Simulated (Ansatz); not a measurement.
## A series in mesh points along a on TiO2

One setting of a density functional single point varied, free energy counted from the run at the reference value, pressure positive in compression; periodic cell, basis, potentials, k mesh and filling as listed. The results are calculated, by Ansatz 0.2.0.

Structure of every row (space group R-3m, No. 166):
```
TiO2
1.0
      1.4973     0.8645     6.9815
     -1.4973     0.8645     6.9815
      0.0000    -1.7290     6.9815
Ti O
1 2
Direct
  0.00000 0.00000 0.00000
  0.62047 0.62047 0.62047
  0.37953 0.37953 0.37953
```

Settings of every row: functional PBEsol; dispersion none; potentials PAW; wave cutoff 420 eV; density cutoff 1680 eV; k shift 0x0x0; occupations fixed; smearing width 0 eV; spin none; varied setting k mesh; reference k mesh 7x7x7; meshes run 3x3x3, 4x4x4, 5x5x5, 6x6x6, 7x7x7.

Limits: the cell comes from a prototype or a list of computed structures and needn't be the stable phase.

| row | mesh points along a | energy less reference (meV/atom) |
| --- | --- | --- |
| 1 | 3 | 22.05 |
| 2 | 4 | ? |
| 3 | 5 | 1.31 |
| 4 | 6 | 0.29 |
| 5 | 7 | 0 |

Question: what energy less reference should row 2 give?

Worked fit of energy less reference. Measure energy less reference from the row with the finest mesh, 0.00 meV/atom, and take the logarithm of what remains: 3 → 3.09, 5 → 0.27, 6 → -1.24. In a crystal with a gap such sums converge about exponentially, and a straight line through these is ln|rest| = 7.424 − 1.439 × n. At n = 4 the line gives ln|rest| = 1.668, a rest of 5.30 meV/atom, and so 0.00 + 5.30 = 5.30 meV/atom.

The calculation gave 8.2 meV/atom. The fit lies 2.90 meV/atom (35 % of the value, 13 % of the column's range) below it; its largest miss of a shown row is 0.30 meV/atom.
